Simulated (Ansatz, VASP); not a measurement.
Two plane-wave programs on Be

The input INCAR:

```
SYSTEM = Be
PREC     = Accurate       ! precision mode
ENCUT    = 520            ! plane-wave cutoff, eV
EDIFF    = 1E-6           ! SCF threshold, eV
ISMEAR   = 1              ! smearing method
SIGMA    = 0.3            ! smearing width, eV
LREAL    = .False.        ! projectors in reciprocal space
LASPH    = .True.         ! aspherical terms in the spheres
NELM     = 100            ! most SCF steps
ALGO     = Normal         ! electronic algorithm
ISIF     = 2              ! what is computed and relaxed
LWAVE    = .False.        ! write WAVECAR
LCHARG   = .False.        ! write CHGCAR
NBANDS   = 9              ! bands
```

KPOINTS

```
Automatic mesh
0
Gamma
  16 16 9
  0 0 0
```

File POSCAR:

```
Be
1.0
    2.2295160349      0.0000000000      0.0000000000
   -1.1147580175      1.9308175243      0.0000000000
    0.0000000000      0.0000000000      3.5083258361
Be
2
Direct
    0.3333333333      0.6666666667      0.2500000000
    0.6666666667      0.3333333333      0.7500000000
```

Input for Ansatz:

```yaml
crystal:
  lattice:
    - [2.2295160349, 0.0, 0.0]
    - [-1.1147580175, 1.9308175243, 0.0]
    - [0.0, 0.0, 3.5083258361]
  atoms:
    - { symbol: Be, position: [0.3333333333, 0.6666666667, 0.25] }
    - { symbol: Be, position: [0.6666666667, 0.3333333333, 0.75] }
hamiltonian:
  xc: lda
  pseudopotentials:
    kind: paw
    azcp:
      Be: "pseudopotentials/Be.paw.azcp"
basis:
  ecutwfc: 420
  fft_grid_basis: typed
kpoints:
  mp_grid: { grid: [16, 16, 9], shift: [0, 0, 0] }
magnetization:
  spin_polarized: false
scf:
  occupations: { method: cold, width: 0.3 }
  lower_state_search: "off"
output:
  stress: true
  write_density: true
  write_potential: true
  elf: true
  volumetric_format: npy
```

Alike in both runs: task single point; functional LDA; k mesh 16 × 16 × 9; no spin polarisation.

|  | VASP | Ansatz |
| --- | --- | --- |
| version | VASP 6.6.1 | Ansatz 0.2.0 |
| potentials or method | VASP PAW LDA potentials, release 64 (Be) | plane waves (420 eV) with PAW, scalar-relativistic |
| plane-wave cutoff (eV) | 520 | 420 |
| occupations | methfessel-paxton of order 1, width 0.3 eV | cold, width 0.3 eV |
| valence electrons in the cell | 4 | 4 |

|  | VASP | Ansatz | Ansatz less VASP |
| --- | --- | --- | --- |
| pressure (GPa) | 0.4 | 0.0 | -0.46 |
| largest component of the traceless stress (GPa) | 0.07 | 0.22 | +0.151 |

Ansatz warned: «pseudo_functional_mismatch».
